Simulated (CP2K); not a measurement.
The system is MoS2.

```xyz
3
Lattice="6.3832 0.0000 0.0000 5.5955 3.0716 0.0000 5.5955 1.4348 2.7159" Properties=species:S:1:pos:R:3 pbc="T T T"
Mo    0.0000    0.0000    0.0000
S     4.3936    1.1266    0.6790
S    13.1807    3.3798    2.0369
```

Measurements of this composition are mostly on another form, of space group No. 194.

Base run:

- Program: CP2K 2026.2
- Functional: PBEsol
- Potentials or basis: POTENTIAL_UZH Mo GTH-PBE-q14, S GTH-PBE-q6; TZVP-MOLOPT-PBE-GTH basis
- Density cutoff: 6123 eV
- k mesh: 10 × 10 × 10
- Occupations: gaussian, width 0.1 eV
- Spin: no spin polarisation

Its results: band gap on the k mesh none (metal or under the smearing width); pressure 5.1 GPa; largest force 1.022 eV/Å.

Problem. The run is repeated on the same cell with these changes: functional from PBEsol to PBE. What comes out?

Solution. Band gap on the k mesh none (metal or under the smearing width); pressure 9.4 GPa; largest force 1.171 eV/Å.

PBE binds less tightly than PBEsol, so the same cell stands under more pressure.

Caveats: the cell's inner coordinates are idealised or old, which leaves forces on the atoms; the basis of atomic orbitals isn't converged, which shifts pressures, moduli and gaps; the potentials were made for another functional, which shifts forces and pressure (some runs).
